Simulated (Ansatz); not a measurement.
Runs of Ansatz 0.2.0 on CuO. The typed cell holds 2 atoms: a = 2.993 Å, b = 2.993 Å, c = 2.993 Å, α = 60.00°, β = 60.00°, γ = 60.00°. The cell comes from a database or a generator and needn't be the stable form of this composition.

```csv
task,level,U,cell,k mesh,cutoff (eV),hubbard projectors,double counting,atoms under strain,points for each segment of the path,gap on the mesh (eV),pressure (GPa),relaxed volume (Å³/atom),largest force (eV/Å)
relaxation of cell and atoms,PBEsol+U,Cu d U = 5.3 eV,relaxed,11 × 11 × 11,420,ortho-atomic (the default),fll (the default),-,-,none,0.0,9.23,-
elastic constants,PBEsol,-,as given,9 × 9 × 9,420,-,-,relaxed,-,none,-7.8,-,-
relaxation of cell and atoms,r2SCAN,-,relaxed,11 × 11 × 11,500,-,-,-,-,none,0.0,9.18,-
band structure,LDA+U,Cu d U = 4.5 eV,as given,11 × 11 × 11,420,ortho-atomic (the default),fll (the default),-,14,none,(a),-,0.89
relaxation of cell and atoms,LDA,-,relaxed,11 × 11 × 11,420,-,-,-,-,none,0.0,8.77,-
band structure,PBEsol,-,as given,11 × 11 × 11,420,-,-,-,14,none,9.1,-,0.78
elastic constants,r2SCAN,-,as given,9 × 9 × 9,500,-,-,relaxed,-,none,-6.4,-,-
band structure,BLYP,-,as given,11 × 11 × 11,420,-,-,-,14,none,(b),-,1.00
```

Alike in all rows: potentials or basis Ansatz PAW; no spin polarisation; smearing fermi-dirac 0.05 eV.

Fill in the values left out.

(a) 3.8; (b) 26.0.

Caveats: an odd number of electrons without spin polarisation forces a metal; a magnetic or distorted state may lie lower; the run has no spin polarisation, though such a crystal can be magnetic; the PAW data sets come from PBE, with cores solved anew for the run's functional, which leaves a small shift of forces and pressure; semilocal functionals often make such compounds metallic where correlation or magnetic order opens a gap, which also shifts bond lengths (some runs); the plane-wave basis is chosen anew once the cell has moved, so the energies of steps on either side of that aren't comparable (some runs); U without spin polarisation on a metal has little footing (some runs).

A gap of «none» marks a metal or a gap under the smearing width.

Runs at the PBE level aren't shown here.
